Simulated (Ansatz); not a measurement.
Point defect: H interstitial in AlAs

All numbers below come from Ansatz, DFT PBE, scalar-relativistic, plane waves, PAW. Run with 420 eV cutoff, 3×3×3 k-mesh, Gaussian smearing of 0.01 eV, collinear spin in charge 0 alone.

Host crystal, relaxed:

```yaml
crystal:
  lattice:
    - [0.00000, 2.86396, 2.86396]
    - [2.86396, 0.00000, 2.86396]
    - [2.86396, 2.86396, 0.00000]
  atoms:
    - { symbol: Al, position: [0.00000, 0.00000, 0.00000] }
    - { symbol: As, position: [0.75000, 0.75000, 0.75000] }
```

Supercell of 32 atoms, rows in host cell vectors: 1 -3 1; 1 1 -3; 1 1 1. Atoms relax at the host's cell, keeping the symmetry that the supercell leaves at the site. The cell is small, so energies carry finite-size errors of tenths of an eV. The host's Kohn–Sham gap is 1.50 eV. Atoms are taken from and returned to the elements' standard states. Charged cells are corrected for image charges with the computed static dielectric tensor (mean 11.6) and aligned with the host's potential at far atoms (alignment terms reach 0.12 eV; the program doubts the alignment in some charges, where it is up to 0.12 eV). No band-filling term is added, and the Fermi level counts from the host's valence band top.

Defect: H interstitial set at (0.250, 0.250, 0.250) of the host cell. Before relaxation its nearest neighbours are 4 Al at 2.48 Å, 6 As at 2.86 Å.

```json
{"charge": "+1", "E_f at the valence band top (eV)": "2.14", "over the neutral state (eV)": "0.24", "moment (μB)": "0.00", "largest move (Å)": "0.12", "atoms near the site": "4 Al at 2.36 Å, 6 As at 2.92 Å"}
{"charge": "0", "E_f at the valence band top (eV)": "1.90", "over the neutral state (eV)": "0.00", "moment (μB)": "1.00", "largest move (Å)": "0.07", "atoms near the site": "4 Al at 2.41 Å, 6 As at 2.90 Å"}
{"charge": "-1", "E_f at the valence band top (eV)": "2.04", "over the neutral state (eV)": "0.14", "moment (μB)": "0.00", "largest move (Å)": "0.26", "atoms near the site": "4 Al at 2.22 Å"}
```

Among the charges computed the stable one is 0 at the valence band top, changing to -1 at 0.14 eV. In charge +1 the extra carrier would gain by moving to a band edge of the host, so it isn't bound in the gap, though by less than the errors named above. In charge +1, 0 the cell has partly filled bands: a level of the defect may be part filled, the carrier may sit in the host's bands, or levels may cross between the k points, so transitions that involve it are doubtful. Other sites of the defect weren't tried.